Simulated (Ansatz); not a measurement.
# Ti (Fm-3m) in Ansatz: a series of runs, part 2 of 2

Ansatz 0.2.0. The steps go on from the part before.

**4. Relaxation of cell and atoms, PBEsol**

File input.yaml:

```yaml
crystal:
  lattice:
    - [0.0, 2.03, 2.03]
    - [2.03, 0.0, 2.03]
    - [2.03, 2.03, 0.0]
  atoms:
    - { symbol: Ti, position: [0.0, 0.0, 0.0] }
hamiltonian:
  xc: pbesol
  pseudopotentials: { kind: paw }
kpoints:
  mp_grid: { grid: [11, 11, 11] }
scf:
  occupations: { method: fermi_dirac, width: 0.05 }
output:
  forces: true
  stress: true
  eigenvalues: true
  write_density: true
  write_potential: true
  elf: true
  volumetric_format: npy
relax:
  f_tol: 0.01
  max_steps: 40
  cell: { stress_tol: 0.05 }
```

Potentials or basis: Ansatz PAW.

The run is started by

```bash
> ansatz run input.yaml --threads 2 --pin off --max-ram 5632MiB --backend cpu --events-out ev --progress --plain --runs-dir out
```

What it wrote:

```text
Warning: RAYON_NUM_THREADS=2 ignored (pool sized by the plan → 2); use --threads N
Engine: ansatz 0.2.0, x86_64-unknown-linux-gnu
Pseudopotentials: kind: paw
Pseudopotential: Ti, paw, valence charge 12, recommended cutoff 420 eV (normal), Ti.paw.azcp
Functional definition: PBEsol
  exchange = pbesol_x
  correlation = pbesol_c
Crystal: 1 atoms, lattice volume = 16.731 Å³
Basis set: ecut = 420 eV, 331 PW (Γ), exchange–correlation on 40×40×40 points (8 copies of the dense FFT grid, shifted against one another)
Bands: 10, of which v1, the nominal top of the filled ones, is band 6 counted from 1 (5 counted from 0)
Symmetry: 48 space group operations
Space group: Fm-3m (ITA 225), of the structure as read, at distance tolerance 2.6e-5 Å
k-points: 56 of 1331
Non-local potential: Ti, projectors of the file, l = 0: 3, l = 1: 2, l = 2: 3, l = 3: 1
PAW form: soft (Blöchl's): semilocal exchange-correlation on the pseudo side does not see the compensation charge
PAW frozen core: Ti, regenerated for the run's functional, and the local potential with it (the file was generated under x = pbe(κ = 0.804, μ = 0.2195149727645171), c = pbe(β = 0.06672455060314922))
PAW one-centre angular grid: Ti, 590 points (default); XC on 64 Gauss nodes
Initial density: superposition of atomic densities (neutral atoms: chi_scale 0, normalization atom), corrected by the library's trained network
Initial wavefunctions: pseudopotential atomic-orbital guess
Functional: x = pbesol(κ = 0.804, μ = 0.12345679012345678), c = pbesol(β = 0.046)
SCF iter   1: F=—  HF=-2473.851861 eV  |F-HF|=—  |Δ(HF+E_count)|=         —  Δρ=6.25e-3  dr2=4.54e-3  ethr=1.77e-3  ⟨swp⟩=4.4  Hψ=2925  notcnv=0
preconditioner: auto → none  [metal: Δε(μ)=0.054 eV  Ē_g=4.328 eV  σ=0.050 eV  W_gap=0.26  n_scr=0 (ndim 8)  ℏωp=18.2 eV  f_vac=0.000  D(μ)=1.33/eV (n_scr^D=14)]
SCF iter   2: F=—  HF=-2473.850377 eV  |F-HF|=—  |Δ(HF+E_count)|=   1.48e-3  Δρ=1.90e-3  dr2=3.92e-4  ethr=3.79e-5  ⟨swp⟩=3.0  Hψ=1552  notcnv=0
SCF iter   3: F=—  HF=-2473.850290 eV  |F-HF|=—  |Δ(HF+E_count)|=   8.70e-5  Δρ=9.45e-4  dr2=4.04e-5  ethr=3.27e-6  ⟨swp⟩=2.9  Hψ=919  notcnv=0
SCF iter   4: F=—  HF=-2473.850312 eV  |F-HF|=—  |Δ(HF+E_count)|=   2.21e-5  Δρ=7.70e-5  dr2=3.05e-7  ethr=3.37e-7  ⟨swp⟩=1.0  Hψ=560  notcnv=0
iter 5 did not close the SCF: its close was put off for the readings that it lacked (scf_convergence_deferred on its scf_iter line)
SCF iter   5: F=-2473.850313 eV  HF=-2473.850313 eV  |F-HF|=2.68e-10  |Δ(HF+E_count)|=   1.33e-7  Δρ=4.25e-6  dr2=1.22e-9  ethr=2.54e-9  ⟨swp⟩=1.9  Hψ=644  notcnv=0
SCF iter   6: F=-2473.850313 eV  HF=-2473.850313 eV  |F-HF|=1.36e-12  |Δ(HF+E_count)|=  4.23e-10  Δρ=2.73e-7  dr2=2.80e-12  ethr=1.02e-11  ⟨swp⟩=3.5  Hψ=2365  notcnv=0
SCF 1 converged in 6 iterations: F = -2473.850313 eV  dr2 = 2.80e-12
[... 29 lines left out ...]
SCF 4 converged in 5 iterations: F = -2473.850449 eV  dr2 = 3.81e-13
relax step   4: F+E_penalty+E_count = -2473.85044937 eV  Δ(F+E_penalty+E_count) = +3.632e-6 eV  max|allowed force component| = 0.000e0 eV/Å  Δτ_max = 0.0000 Å  P = -0.003 GPa  Ω = 16.651 Å³  stress off target by 2.87e-3 GPa  SCF on the basis re-selected at this cell (its energy is not comparable with the rows above)  (5 SCF iters)
basis re-selected at this cell: Δ(F+E_penalty+E_count) = +3.632e-6 eV, ΔP = +0.001 GPa vs the last step (what re-selecting the basis moved, of the pressure what is left beyond the Pulay correction that the steps carried, after the strain that the cell walked since its last selection, with what the two solves' SCF thresholds leave and, on support functions, any second-order correction that the steps lacked; it is no measure of the basis error at this ecutwfc). This SCF's stress stands 2.87e-3 GPa from its target on what of the cell is left free (relax.cell.stress_tol is 5.00e-2 GPa) and its largest allowed force component is 0.00e0 eV/Å (relax.f_tol is 1.00e-2 eV/Å): within both
SCF converged after 5 iterations
Free energy (F): -2473.850449 eV
Harris-Foulkes:  -2473.850449 eV  (|F-HF|=4.55e-13)
Internal energy: -2473.839506 eV  (E = F + TS)
E sigma→0 (E₀):  -2473.844977 eV
Entropy (-TS):   -0.010944 eV (-10.944 meV/atom)
Fermi energy:    13.814170 eV
--- Per-component energies (eV) ---
  E_band       = -148.708196
  E_kinetic    = 273.368744
  E_local      = -790.248610  (includes V_loc(G=0)·N_el)
  E_nonlocal   = 9.559884
  E_hartree    = 325.637347
  E_xc         = -96.956462
  E_vxc        = -121.848493  (∫ρ·V_xc dr)
  E_paw        = -1022.673809  (= ΣΔE_a)
  E_vpaw       = -170.814543  (= ΣTr[D̂ρ^β])
  E_aug_tail   = 0.000109  (compensation charges beyond the density's cutoff)
  E_ewald      = -1172.666093
  E_core_change = 0.139384  (= ΣΔE_core)
  E_smearing   = -0.010944  (= −TS)
  E_closure    = 0.000000  (closes the sum)
  Σ components = -2473.850449   (vs F -2473.850449, Δ=0.00e0)
--- Forces (eV/Å), atoms counted from 1 ---
  atom   1  Ti    -0.00000000     0.00000000     0.00000000
  max |Σ_I F_I| component: 3.90e-32 eV/Å
--- Stress (GPa, compression-positive) ---
       -0.002870       0.000000       0.000000
        0.000000      -0.002870       0.000000
        0.000000       0.000000      -0.002870
  P = ⅓ Tr σ = -0.0029 GPa (-0.029 kbar)
--- Band table (eV; the first three rows and the last of 56) ---
  k-point 0: bands = ["-42.5355", "-18.4543", "-18.4543", "-18.4543", "7.6441", "14.7287", "14.7287", "14.7287", "16.4575", "16.4575"]
  k-point 1: bands = ["-42.5238", "-18.5189", "-18.4622", "-18.4622", "7.9203", "14.5575", "14.8271", "14.8271", "16.3952", "16.3952"]
  k-point 2: bands = ["-42.4923", "-18.6899", "-18.4836", "-18.4836", "8.6918", "14.1643", "15.0001", "15.0001", "16.3540", "16.3540"]
  k-point 55: bands = ["-42.3389", "-18.9831", "-18.9409", "-18.7217", "12.2166", "13.1282", "13.6866", "16.0939", "17.8102", "22.2976"]
--- Relaxed structure (3 steps of the walk, 3 accepted, 1 SCFs on fresh bases) ---
  F+E_penalty+E_count = -2473.85044937 eV   max|allowed force component| = 0.000e0 eV/Å   (the final SCF, on the basis selected at the relaxed cell)
  cell:  # Å, volume = 16.6513 Å³
    - [2.547686016447795e-34, 2.0267781239896383, 2.0267781239896383]
    - [2.0267781239896383, 1.9107645123358462e-35, 2.0267781239896383]
    - [2.0267781239896383, 2.0267781239896383, 1.9107645123358462e-35]
  atoms:
    - { symbol: Ti, position: [0.0, 0.0, 0.0] }
```

Wall time 1.9 s (2 threads of Intel Xeon 6975P-C (Granite Rapids), shared host); peak memory 0.31 GiB.

What came out:

```yaml
Free_energy: -2473.8504 eV
Relaxed_volume: 16.65 Å³/atom
Relaxed_cell: a = 2.866 Å, b = 2.866 Å, c = 2.866 Å, α = 60.00°, β = 60.00°, γ = 60.00°
Space_group_after_relaxing_to_0.05_Å: Fm-3m (No. 225)
Energy_gained_by_relaxing: 0.1 meV/atom
Ionic_steps: 4
Pressure_after_relaxing: 0.0 GPa
Band_gap_on_the_k_mesh: none (metal or under the smearing width)
```

The path:
| step | energy change (eV) | largest force (eV/Å) | volume (Å³) |
| --- | --- | --- | --- |
| 1 | 0.0000 | 0.0000 | 16.73 |
| 2 | -0.0001 | 0.0000 | 16.59 |
| 3 | -0.0001 | 0.0000 | 16.65 |
| 4 | -0.0001 | 0.0000 | 16.65 |

Final structure:
```
Ti
1.0
     0.00000    2.02678    2.02678
     2.02678    0.00000    2.02678
     2.02678    2.02678    0.00000
Ti
1
Cartesian
  0.0000 0.0000 0.0000
```

Caveat: the plane-wave basis is chosen anew once the cell has moved, so the energies of steps on either side of that aren't comparable; the PAW data sets come from PBE, with cores solved anew for the run's functional, which leaves a small shift of forces and pressure.

**5. Relaxation of cell and atoms, RPBE**

Changes to input.yaml since step 4:

```diff
@@ -8,3 +8,3 @@
 hamiltonian:
-  xc: pbesol
+  xc: rpbe
   pseudopotentials: { kind: paw }
@@ -18,6 +18,2 @@
   eigenvalues: true
-  write_density: true
-  write_potential: true
-  elf: true
-  volumetric_format: npy
 relax:
```

The run is started by

```bash
> ansatz run input.yaml --threads 2 --pin off --max-ram 5632MiB --backend cpu --events-out ev --progress --plain --runs-dir out
```

Run time: 2.4 s. Hardware: 2 threads of Intel Xeon 6975P-C (Granite Rapids), shared host; peak memory 0.31 GiB.

It converged, with:

- Free energy: -2503.9886 eV
- Relaxed volume: 17.91 Å³/atom
- Relaxed cell: a = 2.937 Å, b = 2.937 Å, c = 2.937 Å, α = 60.00°, β = 60.00°, γ = 60.00°
- Space group after relaxing (to 0.05 Å): Fm-3m (No. 225)
- Energy gained by relaxing: 26.4 meV/atom
- Ionic steps: 5
- Pressure after relaxing: 0.0 GPa
- Band gap on the k mesh: none (metal or under the smearing width)

The path:
| step | energy change (eV) | largest force (eV/Å) | volume (Å³) |
| --- | --- | --- | --- |
| 1 | 0.0000 | 0.0000 | 16.73 |
| 2 | -0.0143 | 0.0000 | 18.75 |
| 3 | -0.0262 | 0.0000 | 17.97 |
| 4 | -0.0262 | 0.0000 | 17.91 |
| 5 | -0.0264 | 0.0000 | 17.91 |

Final structure:
```
CELL_PARAMETERS angstrom
0.00000 2.07645 2.07645
2.07645 0.00000 2.07645
2.07645 2.07645 0.00000
ATOMIC_POSITIONS crystal
Ti 0.00000 0.00000 0.00000
```

Levels at points of the mesh, in eV from the Fermi level:
```
           k point  band 3  band 4  band 5  band 6  band 7  band 8  band 9  band 10
(0.00, 0.00, 0.00)  -32.69  -32.69   -6.00    0.88    0.88    0.88    2.46     2.46
```

Caveat: the plane-wave basis is chosen anew once the cell has moved, so the energies of steps on either side of that aren't comparable; the PAW data sets come from PBE, with cores solved anew for the run's functional, which leaves a small shift of forces and pressure. Zero-point motion and thermal expansion aren't in these numbers.

**6. Overview**

```csv
level,gap on the mesh (eV),pressure (GPa),relaxed volume (Å³/atom)
LDA,none,0.0,16.00
PBE,none,0.0,17.36
PBEsol,none,0.0,16.65
RPBE,none,0.0,17.91
```

Alike in all rows: task relaxation of cell and atoms; potentials or basis Ansatz PAW; no spin polarisation; cell relaxed; k mesh 11 × 11 × 11; cutoff (eV) 420; smearing fermi-dirac 0.05 eV.

Caveats: the plane-wave basis is chosen anew once the cell has moved, so the energies of steps on either side of that aren't comparable; the PAW data sets come from PBE, with cores solved anew for the run's functional, which leaves a small shift of forces and pressure (some runs).

Absolute energies hang on the potentials; compare differences alone.
